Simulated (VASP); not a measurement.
# Mg (I4/mmm) in VASP: further runs, part 2 of 2

VASP 6.6.1. Earlier steps stand in the parts before.

## Step 3: Relaxation of cell and atoms, SCAN

The input, INCAR:

```
PREC = Accurate
ENCUT = 600
EDIFF = 1E-6
ISMEAR = -1
SIGMA = 0.05
LREAL = False
LASPH = True
NELM = 80
ALGO = Normal
ISIF = 3
LWAVE = False
LCHARG = False
METAGGA = SCAN
LMIXTAU = True
IBRION = 2
NSW = 60
EDIFFG = -0.01
```

The input, KPOINTS:

```
Automatic mesh
0
Gamma
  11 11 11
```

The input, POSCAR:

```
Mg
1.0
   -1.8359916300      1.8359916300      1.6794040200
    1.8359916300     -1.8359916300      1.6794040200
    1.8359916300      1.8359916300     -1.6794040200
Mg
1
Direct
    0.0000000000      0.0000000000      0.0000000000
```

Potentials or basis: VASP PAW PBE potentials, release 64 (Mg).

Launch:

```sh
$ cat potpaw_PBE.64/Mg/POTCAR > POTCAR
$ mpirun -np 1 vasp_std > vasp.out
```

OUTCAR:

```text
PREC = Accurate
   ENCUT = 600
   EDIFF = 1E-6
   ISMEAR = -1
   LREAL = False
   LASPH = True
   NELM = 80
   ISIF = 3
   METAGGA = SCAN
   IBRION = 2
   NSW = 60
   EDIFFG = -0.01

 ion  position               nearest neighbor table
   1  0.000  0.000  0.000-

  LATTYP: Found a body centered tetragonal cell.
 ALAT       =     3.6719832600
 C/A-ratio  =     0.9147122419

  Lattice vectors:

 A1 = (  -1.8359916300,   1.8359916300,   1.6794040200)
 A2 = (   1.8359916300,  -1.8359916300,   1.6794040200)
 A3 = (   1.8359916300,   1.8359916300,  -1.6794040200)

Analysis of symmetry for initial positions (statically):
=====================================================================
 Subroutine PRICEL returns:
 Original cell was already a primitive cell.

 Routine SETGRP: Setting up the symmetry group for a
 body centered tetragonal supercell.

 Subroutine GETGRP returns: Found 16 space group operations
 (whereof 16 operations were pure point group operations)
 out of a pool of 16 trial point group operations.

The static configuration has the point symmetry D_4h.

Analysis of symmetry for dynamics (positions and initial velocities):
[... 256 lines left out ...]
  FREE ENERGIE OF THE ION-ELECTRON SYSTEM (eV)
  ---------------------------------------------------
  free  energy   TOTEN  =        -4.9323829660 eV

  energy  without entropy=       -4.9291015764  energy(sigma->0) =       -4.93074227

[... ionic steps 4 to 11 ...]

--------------------------------------- Ionic step       12  -------------------------------------------

 number of electron       2.0000000 magnetization

------------------------ aborting loop because EDIFF is reached ----------------------------------------
[... 65 lines left out ...]
--------------------------------------- Ionic step       14  -------------------------------------------

 number of electron       2.0000000 magnetization

 Free energy of the ion-electron system (eV)
  ---------------------------------------------------
  ext. energy  EPLUGINS =         0.00000000
  ---------------------------------------------------
  free energy    TOTEN  =        -4.93646429 eV

  energy without entropy =       -4.93497280  energy(sigma->0) =       -4.93571854

 E-fermi :   2.6987     XC(G=0):  -8.8761

 val. band max:        2.5999668624   @ k =  -0.4545   0.4545   0.1818
 cond. band min:       2.7267927310   @ k =  -0.4545   0.4545   0.3636
 fundamental gap:      0.1268258687
 Fermi energy:         2.6986808743

 k-point     1 :       0.0000    0.0000    0.0000
  band No.  band energies     occupation
      1      -4.5135      2.00000
      2      14.3969      0.00000
      3      16.6621      0.00000
      4      16.6621      0.00000
      5      16.6726      0.00000
[... 177 lines left out ...]
 k-point    24 :      -0.1818    0.1818    0.0000
  band No.  band energies     occupation
      1      -3.7823      2.00000
      2       9.4743      0.00000
      3      15.7671      0.00000
      4      15.8953      0.00000
      5      16.0899      0.00000

 [... further k-points ...]
[... 5 lines left out ...]
  --------------------------------------------------------------------------------------
  -------------------------------------------------------------------------------------
  Total        0.0001244      0.0001244     -0.0004561     -0.0000000     -0.0000000     -0.0000000
  in kB        0.0087656      0.0087656     -0.0321393     -0.0000000     -0.0000000     -0.0000000
  external PRESSURE =      -0.0048693 kB  Pullay stress =       0.0000000 kB
[... 16 lines left out ...]
  FREE ENERGIE OF THE ION-ELECTRON SYSTEM (eV)
  ---------------------------------------------------
  free  energy   TOTEN  =        -4.9364642898 eV

  energy  without entropy=       -4.9349727981  energy(sigma->0) =       -4.93571854

 reached required accuracy - stopping structural energy minimisation
```

CONTCAR:

```text
Mg
   1.00000000000000
    -1.8730977819239301    1.8730977819239298    1.6202138013525305
     1.8730977819239301   -1.8730977819239303    1.6202138013525305
     1.8730977819239301    1.8730977819239303   -1.6202138013525305
  Mg
     1
Direct
     0.0000000000000000    0.0000000000000000    0.0000000000000000

  0.00000000E+00  0.00000000E+00  0.00000000E+00
```

Run time: 6.5 min. Hardware: 1 thread of Intel Xeon 6975P-C (Granite Rapids), shared host; peak memory 0.18 GiB.

Results:

| Item | Value |
| --- | --- |
| Free energy | -4.9365 eV |
| Relaxed volume | 22.74 Å³/atom |
| Relaxed cell | a = 3.105 Å, b = 3.105 Å, c = 3.105 Å, α = 105.80°, β = 105.80°, γ = 117.10° |
| Space group after relaxing (to 0.05 Å) | I4/mmm (No. 139) |
| Energy gained by relaxing | 4.6 meV/atom |
| Ionic steps | 14 |
| Pressure after relaxing | 0.0 GPa |
| Band gap on the k mesh | none (metal or under the smearing width) |

Step by step:
| step | energy change (eV) | largest force (eV/Å) | pressure (GPa) | volume (Å³) |
| --- | --- | --- | --- | --- |
| 1 | 0.0000 | 0.0000 | -0.02 | 22.64 |
| 2 | -0.0001 | 0.0000 | 0.00 | 22.63 |
| 3 | -0.0005 | 0.0000 | 0.08 | 22.60 |
| 4 | -0.0019 | 0.0000 | 0.24 | 22.54 |
| 5 | -0.0040 | 0.0000 | 0.59 | 22.40 |
| 6 | -0.0040 | 0.0000 | 0.52 | 22.42 |
| 7 | -0.0040 | 0.0000 | 0.55 | 22.41 |
| 8 | -0.0041 | 0.0000 | 0.54 | 22.42 |
| 9 | -0.0041 | 0.0000 | 0.52 | 22.43 |
| 10 | -0.0042 | 0.0000 | 0.50 | 22.45 |
| 11 | -0.0043 | 0.0000 | 0.41 | 22.50 |
| 12 | -0.0045 | 0.0000 | 0.23 | 22.60 |
| 13 | -0.0046 | 0.0000 | -0.12 | 22.81 |
| 14 | -0.0046 | 0.0000 | 0.00 | 22.74 |

Final structure:
```yaml
crystal:
  lattice:
    - [-1.87310, 1.87310, 1.62021]
    - [1.87310, -1.87310, 1.62021]
    - [1.87310, 1.87310, -1.62021]
  atoms:
    - { symbol: Mg, position: [0.00000, 0.00000, 0.00000] }
```

Levels at points of the mesh, in eV from the Fermi level:
```tsv
k point	band 1	band 2	band 3	band 4	band 5
(0.00, 0.00, 0.00)	-7.21	11.70	13.96	13.96	13.97
```

Caveat: the PAW data sets were made with another functional, which shifts forces and pressure a little.

## Step 4: The reference run

An earlier run on the cell as given: functional PBE; potentials or basis VASP PAW PBE potentials, release 64 (Mg); cutoff 520 eV; k mesh 11 × 11 × 11; occupations fermi-dirac, width 0.05 eV; no spin polarisation.

- Pressure: 0.4 GPa
- Band gap on the k mesh: none (metal or under the smearing width)

## Step 5: The runs side by side

```csv
task,level,cell,cutoff (eV),gap on the mesh (eV),pressure (GPa),relaxed volume (Å³/atom)
relaxation of cell and atoms,r2SCAN,relaxed,600,none,0.0,22.33
relaxation of cell and atoms,SCAN,relaxed,600,none,0.0,22.74
single point,PBE,as given,520,none,0.4,-
```

Alike in all rows: potentials or basis VASP PAW PBE potentials, release 64 (Mg); no spin polarisation; k mesh 11 × 11 × 11; smearing fermi-dirac 0.05 eV.

Caveats: the PAW data sets were made with another functional, which shifts forces and pressure a little (some runs).

Total energies depend on the potentials used, so only differences within one code and one set of settings carry meaning.
